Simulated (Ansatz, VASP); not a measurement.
# Two plane-wave programs on TaN

The input INCAR:

```
PREC = Accurate ; ENCUT = 520
EDIFF = 1E-7 ; ISMEAR = -1
SIGMA = 0.05 ; LREAL = F
LASPH = T ; NELM = 80
ALGO = Normal ; ISIF = 2
LWAVE = F ; LCHARG = F
GGA = PE ; NBANDS = 15
```

Contents of KPOINTS:

```
Automatic mesh
0
Gamma
  10 10 10
```

POSCAR

```
TaN
1.0
    0.0000000000      2.2546932853      2.2546932853
    2.2546932853      0.0000000000      2.2546932853
    2.2546932853      2.2546932853      0.0000000000
Ta N
1 1
Direct
    0.5000000000      0.5000000000      0.5000000000
    0.0000000000      0.0000000000      0.0000000000
```

Contents of input.yaml:

```yaml
crystal:
  lattice:
    - [0.0, 2.2546932853, 2.2546932853]
    - [2.2546932853, 0.0, 2.2546932853]
    - [2.2546932853, 2.2546932853, 0.0]
  atoms:
    - { symbol: Ta, position: [0.5, 0.5, 0.5] }
    - { symbol: "N", position: [0.0, 0.0, 0.0] }
hamiltonian:
  xc: pbe
  pseudopotentials: { kind: paw }
kpoints:
  mp_grid: { grid: [10, 10, 10] }
scf:
  occupations: { method: fermi_dirac, width: 0.05 }
output:
  forces: true
  stress: true
  eigenvalues: true
```

Change from the starting cell: volume scaled by 1.06.

Alike in both runs: task single point; functional PBE; k mesh 10 × 10 × 10; occupations fermi-dirac, width 0.05 eV; no spin polarisation.

|  | VASP | Ansatz |
| --- | --- | --- |
| version | VASP 6.6.1 | Ansatz 0.2.0 |
| potentials or method | VASP PAW PBE potentials, release 64 (Ta_pv, N) | Ansatz PAW |
| plane-wave cutoff (eV) | 520 | 420 |
| valence electrons in the cell | 16 | 18 |

```tsv
	VASP	Ansatz	Ansatz less VASP
gap on the k mesh at the Fermi level (eV)	none	none	-
pressure (GPa)	-17.3	-17.9	-0.55
```

A gap of «none» marks a metal or a gap that the smearing closes. The two sets of potentials don't hold the same shells in valence.

Caveats: the pressure holds a Pulay correction of +0.5 GPa for the finite cutoff (Ansatz). The runs have no spin-orbit coupling, so splittings on Ta are missing.
